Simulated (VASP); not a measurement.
W4C5: work function with PBE

The system is W4C5, a slab with vacuum.

```
CELL_PARAMETERS angstrom
2.90050 0.00000 0.00000
-1.45025 2.51191 0.00000
0.00000 0.00000 26.31600
ATOMIC_POSITIONS crystal
C 0.66667 0.33333 0.28500
C 0.66667 0.33333 0.39250
C 0.66667 0.33333 0.50000
C 0.66667 0.33333 0.60750
C 0.66667 0.33333 0.71500
W 0.00000 0.00000 0.33875
W 0.00000 0.00000 0.44625
W 0.00000 0.00000 0.55375
W 0.00000 0.00000 0.66125
```

The cell isn't the ideal one: the (0 0 1) slab of WC, cut from the database cell, not relaxed.

```yaml
Program: VASP 6.6.1
Task: work function
Functional: PBE
Potentials_or_basis: VASP PAW PBE potentials, release 64 (C, W_sv)
Cutoff: 520 eV
k_mesh: 11 × 11 × 1
Occupations: gaussian, width 0.05 eV
Spin: no spin polarisation
Dipole_correction: yes
Further_INCAR_settings: ALGO = Normal; EDIFF = 1e-06
```

The largest force is 5.855 eV/Å and the band gap on the k mesh is none (metal or under the smearing width). The work function of the upper face is 6.23 eV and the work function of the lower face is 6.23 eV.

Forces in eV/Å, atoms in the order of the input:
```
C    0.000  0.000  4.476
C    0.000  0.000  0.881
C    0.000  0.000  0.000
C    0.000  0.000 -0.881
C    0.000  0.000 -4.476
W    0.000  0.000 -5.855
W    0.000  0.000 -0.180
W    0.000  0.000  0.180
W    0.000  0.000  5.855
```

Levels at points of the mesh, in eV from the Fermi level:
| k point | band 35 | band 36 | band 37 | band 38 | band 39 | band 40 | band 41 | band 42 |
| --- | --- | --- | --- | --- | --- | --- | --- | --- |
| (0.00, 0.00, 0.00) | -1.19 | 0.02 | 0.02 | 0.06 | 0.12 | 0.68 | 1.21 | 1.21 |

It took 6.4 min on 1 thread of Intel(R) Xeon(R) Platinum 8375C CPU @ 2.90GHz (Ice Lake) (shared host), peak memory 0.38 GiB.

The run has no spin-orbit coupling, so splittings on W are missing.
